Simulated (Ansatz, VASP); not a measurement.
# One calculation of KF, two programs

```
K F
1.0
     0.00000    2.65441    2.65441
     2.65441    0.00000    2.65441
     2.65441    2.65441    0.00000
K F
1 1
Direct
  0.00000 0.00000 0.00000
  0.50000 0.50000 0.50000
```

The cell is a database's computed one.

Alike in both runs: task single point; functional PBE; k mesh 6 × 6 × 6; occupations gaussian, width 0.1 eV; no spin polarisation.

|  | VASP | Ansatz |
| --- | --- | --- |
| version | VASP 6.6.1 | Ansatz 0.2.0 |
| potentials or method | VASP PAW PBE potentials, release 64 (K_sv, F) | scalar-relativistic, plane waves, PAW |
| plane-wave cutoff (eV) | 520 | 420 |
| valence electrons in the cell | 16 | 16 |

Ansatz gave:

| Item | Value |
| --- | --- |
| gap on the k mesh at the Fermi level (eV) | 6.29 |
| least direct gap on the mesh (eV) | 6.29 |
| pressure (GPa) | 2.1 |

Problem. What did VASP give for the same quantities?

Solution. gap on the k mesh at the Fermi level (eV): 6.27; least direct gap on the mesh (eV): 6.27; pressure (GPa): 2.2.
